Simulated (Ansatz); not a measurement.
Cd, DFT, PBE, all-electron LAPW, scalar-relativistic (Ansatz 0.2.0), run on 1 thread of AMD EPYC 7B13 (Zen 3) on a shared host.

The cell is COD entry 9008490, as deposited and not checked against the literature; nothing was relaxed. The listed cell was then made from it by scaling, straining or moving an atom.

Command: `ansatz run input.yaml --threads 1 --pin off --max-ram 3072MiB --backend cpu --events-out ev --progress --plain --runs-dir out`

```yaml
crystal:
  lattice:
    - [2.9788725081, -0.0148943625, -0.0148943625]
    - [-1.5023351503, 2.5872264479, -0.0054517151]
    - [-0.02808825, -0.02808825, 5.61765]
  atoms:
    - { symbol: Cd, position: [0.3333333333, 0.6666666667, 0.25] }
    - { symbol: Cd, position: [0.6666666667, 0.3333333333, 0.75] }
kpoints:
  mp_grid: { grid: [14, 14, 7] }
  band_path:
    path:
      - [0.0, 0.0, 0.0]
      - [0.0, 0.0, 0.5]
      - [-0.5, 0.5, 0.0]
      - [0.0, 0.0, 0.0]
      - [0.0, -0.5, 0.0]
      - [-0.5, 0.0, 0.5]
      - [0.0, 0.0, 0.0]
      - [-0.5, 0.0, 0.0]
      - [0.0, -0.5, 0.5]
    npoints: 5
scf:
  occupations: { method: fermi_dirac, width: 0.05 }
hamiltonian:
  xc: pbe
  pseudopotentials: { kind: all_electron, lapw: { basis_error: 0.00025 } }
output:
  forces: true
  stress: true
  eigenvalues: true
```

Question: How large is the problem that the program sets up?

Answer: 688 irreducible k-points, 405 plane waves at Γ, 24 bands.

Question: Estimate the wall time and the peak memory.

Answer: 2.1 min of wall time for 8 SCF iterations, with a peak of 1.7 GiB. Times on shared machines scatter by tens of per cent.
